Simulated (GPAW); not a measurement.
The system is Zn.

```
Zn
1.0
    -1.56904    1.56904    1.56904
     1.56904   -1.56904    1.56904
     1.56904    1.56904   -1.56904
Zn
1
Cartesian
  0.0000 0.0000 0.0000
```

This isn't the form of Zn at room conditions, which is hcp.

| Item | Value |
| --- | --- |
| Program | GPAW 26.7.0 |
| Task | relaxation of cell and atoms |
| Functional | PBEsol |
| Dispersion | D3(BJ) |
| Potentials or basis | PAW data sets generated in the run's folder for this functional |
| Cutoff | 600 eV |
| Basis | pw |
| k mesh | 12 × 12 × 12 |
| Occupations | fermi-dirac, width 0.05 eV |
| Spin | no spin polarisation |

At the start: pressure -9.2 GPa; volume 15.45 Å³/atom.

Task: Where does the relaxation end?

Result: Over 5 steps the energy falls by 64.1 meV/atom and the volume is 13.54 Å³/atom (-12.4 %); space group Im-3m (No. 229, to 0.05 Å).

The path:
| step | energy change (eV) | largest force (eV/Å) | pressure (GPa) | volume (Å³) |
| --- | --- | --- | --- | --- |
| 1 | 0.0000 | 0.0000 | -9.17 | 15.45 |
| 2 | -0.0295 | 0.0000 | -7.33 | 14.88 |
| 3 | -0.0593 | 0.0000 | 3.50 | 13.11 |
| 4 | -0.0640 | 0.0000 | -0.54 | 13.61 |
| 5 | -0.0641 | 0.0000 | -0.02 | 13.54 |

Final structure:
```cif
data_structure
_symmetry_space_group_name_H-M 'P 1'
_symmetry_Int_Tables_number 1
_cell_length_a 2.6006
_cell_length_b 2.6006
_cell_length_c 2.6006
_cell_angle_alpha 109.471
_cell_angle_beta 109.471
_cell_angle_gamma 109.471
_cell_volume 13.54
loop_
_atom_site_label
_atom_site_type_symbol
_atom_site_fract_x
_atom_site_fract_y
_atom_site_fract_z
_atom_site_occupancy
Zn1 Zn 0.00000 0.00000 0.00000 1
```

Caveat: later steps reuse the first step's grids; pairwise dispersion overbinds metals, which lowers pressure and volume.
